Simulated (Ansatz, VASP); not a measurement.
# ZnS (Sphalerite): VASP beside Ansatz, part 2 of 2

Wanted: the spread between two codes on one cell, functional and k mesh. The cell is a member of a volume series, scaled by 1.015 from a relaxed one, so a pressure remains.

VASP 6.6.1 and Ansatz 0.2.0.

So far. Step 2 (Ansatz: single point, PBEsol with D4, volume scaled by …): The run ends at a pressure of -1.33 GPa.

## (7) Ansatz: single point, RPBE, volume scaled by 1.015

Level of this step: Ansatz beside VASP: Kohn-Sham DFT, plane waves, RPBE (Ansatz).

The same cell, functional, mesh and smearing now go to Ansatz, which takes its cutoff from its data sets.

The cell is a member of a volume series, scaled by 1.015 from a relaxed one, so a pressure remains.

input.yaml reads:

```yaml
crystal:
  lattice:
    - [0.0, 2.76966263, 2.76966263]
    - [2.76966263, 0.0, 2.76966263]
    - [2.76966263, 2.76966263, 0.0]
  atoms:
    - { symbol: Zn, position: [0.0, 0.0, 0.0] }
    - { symbol: S, position: [0.75, 0.75, 0.75] }
hamiltonian:
  xc: rpbe
  pseudopotentials: { kind: paw }
kpoints:
  mp_grid: { grid: [8, 8, 8] }
scf:
  occupations: { method: gaussian, width: 0.03 }
  n_extra_bands: 4
output:
  forces: true
  stress: true
  eigenvalues: true
```

Run with:

```
$ ansatz run input.yaml --threads 2 --pin off --max-ram 4608MiB --backend cpu --events-out ev --progress --plain --runs-dir out
```

Numbers of over 12 decimals in the logs are rounded to 6 here.

What it wrote:

```text
[...]
Crystal: 2 atoms, lattice volume = 42.492 Å³
Basis set: ecut = 420 eV, 869 PW (Γ), exchange–correlation on 54×54×54 points (8 copies of the dense FFT grid, shifted against one another)
Bands: 13, of which v1, the nominal top of the filled ones, is band 9 counted from 1 (8 counted from 0)
Symmetry: 24 space group operations
[...]
k-points: 29 of 512 (time reversal used)
[...]
--- Band table (eV; the first three rows and the last of 29) ---
  k-point 0: bands = [... 5 lower, -0.6389, 4.9778, 4.9778, 4.9778, 6.9462, 11.4623, 11.4623, 11.4623]
  k-point 1: bands = [... 5 lower, -0.6400, 3.9402, 4.8504, 4.8504, 7.7449, 11.3519, 11.6906, 11.6906]
  k-point 2: bands = [... 5 lower, -0.6371, 2.3571, 4.5697, 4.5697, 8.3525, 11.8662, 12.0375, 12.0375]
  k-point 28: bands = [... 5 lower, -0.3089, 0.7765, 2.5743, 2.6070, 10.7314, 10.8258, 12.7813, 13.3557]
[key lines of the parts left out:]
SCF converged after 6 iterations
Free energy (F): -4231.629279 eV
Fermi energy:    5.962216 eV
P = ⅓ Tr σ = -0.8981 GPa (-8.981 kbar)
```

Elapsed: 1 s, on 2 threads of Arm Neoverse V1, shared host; peak memory 0.3 GiB; 1.9 s of CPU time.

The run ends at a pressure of -0.90 GPa.

## (8) Side by side

The two programs side by side:

| quantity | Ansatz | VASP | difference |
| --- | --- | --- | --- |
| pressure (GPa) | -0.90 | -0.88 | -0.02 |
| pressure without Ansatz's Pulay correction (GPa) | -0.97 | -0.88 | -0.09 |
| gap on the k mesh (eV) | 1.968 | 1.964 | +0.004 |

A gap on the mesh is an upper bound, since the band edges may lie between its points. Ansatz's pressure holds a Pulay correction of 0.07 GPa; VASP's holds none.

## (9) What the set-up changes

Further runs change the set-up of one program: Ansatz's method, potentials or start, or VASP's data sets, cutoff or form of LDA. The table gives Ansatz less VASP for each quantity, since a change that brings one quantity closer may part another.

| run | pressure (GPa) | gap on the k mesh (eV) |
| --- | --- | --- |
| as above | -0.018 | 0.0043 |
| Ansatz's all-electron LAPW method | -0.010 | 0.0087 |

## (10) Ansatz: single point, BLYP, volume scaled by 1.015

A single point gives forces, pressure and levels at one fixed geometry, so differences don't come from the geometry; what else differs is listed under the comparison. The cell compared in this pair holds 43.22 Å³, against 42.49 Å³ for the pair before.

The cell is a member of a volume series, scaled by 1.015 from a relaxed one, so a pressure remains.

input.yaml, the sections that differ from step 7:

```yaml
crystal:
  lattice:
    - [0.0, 2.78541044, 2.78541044]
    - [2.78541044, 0.0, 2.78541044]
    - [2.78541044, 2.78541044, 0.0]
  atoms:
    - { symbol: Zn, position: [0.0, 0.0, 0.0] }
    - { symbol: S, position: [0.75, 0.75, 0.75] }
hamiltonian:
  xc: blyp
  pseudopotentials: { kind: paw }
# kpoints, scf, output: as in step 7
```

What it wrote:

```text
[...]
Crystal: 2 atoms, lattice volume = 43.221 Å³
Basis set: ecut = 420 eV, 869 PW (Γ), exchange–correlation on 54×54×54 points (8 copies of the dense FFT grid, shifted against one another)
Bands: 13, of which v1, the nominal top of the filled ones, is band 9 counted from 1 (8 counted from 0)
Symmetry: 24 space group operations
[...]
k-points: 29 of 512 (time reversal used)
[...]
--- Band table (eV; the first three rows and the last of 29) ---
  k-point 0: bands = [... 5 lower, -0.7315, 5.0145, 5.0145, 5.0145, 6.6936, 11.4629, 11.4629, 11.4629]
  k-point 1: bands = [... 5 lower, -0.7325, 3.9479, 4.8915, 4.8915, 7.5287, 11.3282, 11.6838, 11.6838]
  k-point 2: bands = [... 5 lower, -0.7298, 2.3849, 4.6204, 4.6204, 8.1615, 11.7788, 12.0270, 12.0270]
  k-point 28: bands = [... 5 lower, -0.4168, 0.8409, 2.6721, 2.7311, 10.5360, 10.8464, 12.6901, 13.3764]
[key lines of the parts left out:]
SCF converged after 6 iterations
Free energy (F): -4236.850118 eV
Fermi energy:    5.854333 eV
P = ⅓ Tr σ = -0.9137 GPa (-9.137 kbar)
```

Run time: 1 s. Hardware: 2 threads; peak memory 0.3 GiB; 1.9 s of CPU time.

The run ends at a pressure of -0.91 GPa.

## (11) VASP: single point, BLYP, volume scaled by 1.015

The same cell, functional (in two slightly different forms), mesh and smearing now go to VASP, with its own data sets and cutoff.

The input asks for a relaxation, which ended at its first step since no free force or stress exceeded the threshold; so it serves as a single point.

INCAR reads:

```
SYSTEM = ZnS
PREC = Accurate
ENCUT = 450
EDIFF = 1E-06
NELM = 100
ISMEAR = 0
SIGMA = 0.03
LREAL = .FALSE.
ALGO = Normal
GGA = B5
ALDAX = 1
AGGAX = 1
AGGAC = 1
ALDAC = 0
NBANDS = 15
LORBIT = 11
LWAVE = .FALSE.
LCHARG = .FALSE.
KPAR = 8
IBRION = 2
NSW = 30
ISIF = 4
EDIFFG = -0.01
```

POSCAR reads:

```
ZnS
1.0
    0.0000000000      2.7854104364      2.7854104364
    2.7854104364      0.0000000000      2.7854104364
    2.7854104364      2.7854104364      0.0000000000
Zn S
1 1
Direct
    0.0000000000      0.0000000000      0.0000000000
    0.7500000000      0.7500000000      0.7500000000
```

KPOINTS reads:

```
Automatic mesh
0
Gamma
8 8 8
0 0 0
```

The projector-augmented-wave data sets are Zn and S (PBE family, release 64).

Run with:

```
$ mpirun -np 8 vasp_std
```

What it wrote:

```text
[banner, memory and clock lines left out]
running    8 mpi-ranks, on    1 nodes
[...]
[... a notice as in an earlier step ...]

 [... a notice as in an earlier step ...]

 LDA part: xc-table for (Slater(with rela. corr.)+VWN5), standard interpolation
 POSCAR, INCAR and KPOINTS ok, starting setup
[...]
entering main loop
       N       E                     dE             d eps       ncg     rms          rms(c)
DAV:   1     0.867573284057E+02    0.86757E+02   -0.82231E+03   870   0.125E+03
DAV:   2    -0.101232438575E+00   -0.86859E+02   -0.81378E+02   989   0.247E+02
DAV:   3    -0.627695001461E+01   -0.61757E+01   -0.61509E+01  1101   0.674E+01
DAV:   4    -0.634569418072E+01   -0.68744E-01   -0.68727E-01  1038   0.747E+00
[...]
DAV:  10    -0.582997659438E+01   -0.62088E-04   -0.76144E-05  1045   0.118E-01    0.441E-02
DAV:  11    -0.582998291272E+01   -0.63183E-05   -0.23336E-05  1024   0.784E-02    0.561E-03
DAV:  12    -0.582998311034E+01   -0.19762E-06   -0.82001E-07   827   0.105E-02
   1 F= -.58299831E+01 E0= -.58299831E+01  d E =-.582998E+01
[...]
reached required accuracy - stopping structural energy minimisation
```

Parts of OUTCAR (step 11):

```text
  Total       -0.2368714     -0.2368714     -0.2368714     -0.0000000      0.0000000      0.0000000
  in kB       -8.7806291     -8.7806291     -8.7806291     -0.0000000      0.0000000      0.0000000
  external PRESSURE =      -8.7806291 kB  Pullay stress =       0.0000000 kB

 POSITION                                       TOTAL-FORCE (eV/Angst)
 -----------------------------------------------------------------------------------
      0.00000      0.00000      0.00000         0.000000      0.000000     -0.000000
      4.17812      4.17812      4.17812        -0.000000     -0.000000      0.000000
 -----------------------------------------------------------------------------------
    total drift:                               -0.000001     -0.000001     -0.000001

  FREE ENERGIE OF THE ION-ELECTRON SYSTEM (eV)
  ---------------------------------------------------
  free  energy   TOTEN  =        -5.8299831103 eV

  energy  without entropy=       -5.8299831103  energy(sigma->0) =       -5.82998311

[... 2 parts as in an earlier step ...]

[... 2 further parts left out ...]
[key lines of the parts left out:]
E-fermi :   1.8446
```

## (12) Differences

What differs besides the data sets and the points named for the pairs above, as far as they apply: VASP's log shows a relativistic correction to its local exchange, Ansatz's none. Total energies have different zeros and are not compared.

Compared:

| quantity | Ansatz | VASP | difference |
| --- | --- | --- | --- |
| pressure (GPa) | -0.91 | -0.88 | -0.04 |
| gap on the k mesh (eV) | 1.679 | 1.707 | -0.028 |

A gap on the mesh is an upper bound, since the band edges may lie between its points. Ansatz's pressure holds a Pulay correction of 0.03 GPa; VASP's holds none.

## (13) What the set-up changes

Further runs change the set-up of one program: Ansatz's method, potentials or start, or VASP's data sets, cutoff or form of LDA. The table gives Ansatz less VASP for each quantity, since a change that brings one quantity closer may part another.

| run | pressure (GPa) | gap on the k mesh (eV) |
| --- | --- | --- |
| as above | -0.036 | -0.028 |
| Ansatz's all-electron LAPW method | -0.012 | -0.026 |

## (14) Outcome

```
difference in gap on the k mesh (single point, PBEsol with D4, volume scaled by 1.015) : -0.0060 eV
difference in gap on the k mesh (single point, RPBE, volume scaled by 1.015)           : 0.0043 eV
difference in gap on the k mesh (single point, BLYP, volume scaled by 1.015)           : -0.028 eV
```

In words: The difference in gap on the k mesh is -0.028 eV (single point, BLYP, volume scaled by 1.015), within the 0.08 eV picked in this series as the mark of a large difference. Single point, PBEsol with D4, volume scaled by 1.015, Ansatz's all-electron LAPW method: the difference in gap on the k mesh goes from -0.0060 to -0.0023 eV. Single point, RPBE, volume scaled by 1.015, Ansatz's all-electron LAPW method: the difference in pressure goes from -0.018 to -0.010 GPa; the difference in gap on the k mesh goes from 0.0043 to 0.0087 eV. Single point, BLYP, volume scaled by 1.015, Ansatz's all-electron LAPW method: the difference in pressure goes from -0.036 to -0.012 GPa. 1 further run of this series is not shown here. Such differences can come from data sets, numerical settings and the points named under the comparisons, not from the functional's error against experiment.

[Lines on the potential files, build, host, timing and source positions are cut from VASP's logs without a mark.]

[Logs are printed without paths, hosts, clocks, repeated set-up lines and the standing remarks that a program may print on its own settings, such as how far it seeks lower states.]

[Hosts, paths, dates, database ids (printed as entryN), source tags and the programs' standing remarks are cut or masked in the printed files.]
